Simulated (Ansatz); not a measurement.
Crystal: AlPt.

```xyz
8
Lattice="4.8789 0.0000 0.0000 0.0000 4.8789 0.0000 0.0000 0.0000 4.8789" Properties=species:S:1:pos:R:3 pbc="T T T"
Pt    4.1224    3.1960    1.6829
Pt    3.1960    1.6829    4.1224
Pt    1.6829    4.1224    3.1960
Pt    0.7565    0.7565    0.7565
Al    0.7610    1.6785    3.2004
Al    1.6785    3.2004    0.7610
Al    3.2004    0.7610    1.6785
Al    4.1180    4.1180    4.1180
```

The cell is a database's computed one.

- Program: Ansatz 0.2.0
- Task: relaxation of cell and atoms
- Functional: PBE
- Potentials or basis: Ansatz PAW
- Cutoff: 420 eV (not typed: the program's choice for these potentials)
- k mesh: 5 × 5 × 5
- Occupations: fermi-dirac, width 0.05 eV
- Spin: no spin polarisation

At the start: volume 14.52 Å³/atom.

**Question.** How do energy, volume and symmetry change on relaxing?

**Answer.** It ends after 5 steps and the volume is 14.86 Å³/atom (+2.3 %); space group P2_13 (No. 198, to 0.05 Å).

Step by step:
```csv
step,energy change (eV),largest force (eV/Å),volume (Å³)
1,0.0000,0.0253,116.14
2,-0.0239,0.0111,120.43
3,-0.0363,0.0085,118.92
4,-0.0364,0.0053,118.85
5,-0.0375,0.0053,118.85
```

Final structure:
```cif
data_structure
_symmetry_space_group_name_H-M 'P 1'
_symmetry_Int_Tables_number 1
_cell_length_a 4.9166
_cell_length_b 4.9166
_cell_length_c 4.9166
_cell_angle_alpha 90.000
_cell_angle_beta 90.000
_cell_angle_gamma 90.000
_cell_volume 118.85
loop_
_atom_site_label
_atom_site_type_symbol
_atom_site_fract_x
_atom_site_fract_y
_atom_site_fract_z
_atom_site_occupancy
Pt1 Pt 0.84505 0.65495 0.34505 1
Pt2 Pt 0.65495 0.34505 0.84505 1
Pt3 Pt 0.34505 0.84505 0.65495 1
Pt4 Pt 0.15495 0.15495 0.15495 1
Al1 Al 0.15592 0.34408 0.65592 1
Al2 Al 0.34408 0.65592 0.15592 1
Al3 Al 0.65592 0.15592 0.34408 1
Al4 Al 0.84408 0.84408 0.84408 1
```

Caveat: the plane-wave basis is chosen anew once the cell has moved, so the energies of steps on either side of that aren't comparable.
